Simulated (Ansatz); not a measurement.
**Stress against strain in Rh**

```
CELL_PARAMETERS angstrom
0.00000 1.90155 1.90155
1.90155 0.00000 1.90155
1.90155 1.90155 0.00000
ATOMIC_POSITIONS crystal
Rh 0.00000 0.00000 0.00000
```

The conventional cell has a = 3.803 Å, b = 3.803 Å, c = 3.803 Å, α = 90.00°, β = 90.00°, γ = 90.00°. Rh (atom 1) has 12 Rh at 2.69 Å as nearest neighbours.

The cell comes from COD entry 9008482, which wasn't checked; take it as a given geometry.

The calculation used Ansatz 0.2.0, DFT, PBE, all-electron LAPW, scalar-relativistic.

Numerical set-up: a Γ-centred 16×16×16 k mesh, Fermi–Dirac smearing of 0.08 eV, basis error target 1 meV/atom, no spin polarisation.

The strain is applied along the Cartesian axes of the cell as listed (the other components stay zero). Fractional coordinates are held (clamped ions).

σ is the change of stress from the unstrained cell, which is at 5.98 GPa; tension is positive, so slopes are stress–strain coefficients at that pressure. In a metal the k mesh adds noise.

Only quantities that a quadratic follows smoothly over the whole series are listed; rougher ones are left out.

```tsv
εxx = εyy	σzz (GPa)	σxx (GPa)
-0.0300	-14.51	-23.47
-0.0200	-9.16	-14.73
-0.0100	-4.34	-6.94
0.0000	0.00	0.00
0.0100	3.90	6.16
0.0300	10.56	16.43
```

**Question.** Fit the series and read off the stiffness at zero strain.

**Answer.** Least-squares fits y = p0 + p1 x + p2 x² to the rows give σzz (GPa): p1 = 417, p2 = -2200; σxx (GPa): p1 = 663, p2 = -3900. So 2 C12 = 417 GPa and C11 + C12 = 663 GPa.

**Question.** One run, at εxx = εyy = 0.0200, is withheld. Predict its row.

**Answer.** The fits give 7.47, 11.72; the run gave 7.41, 11.61.
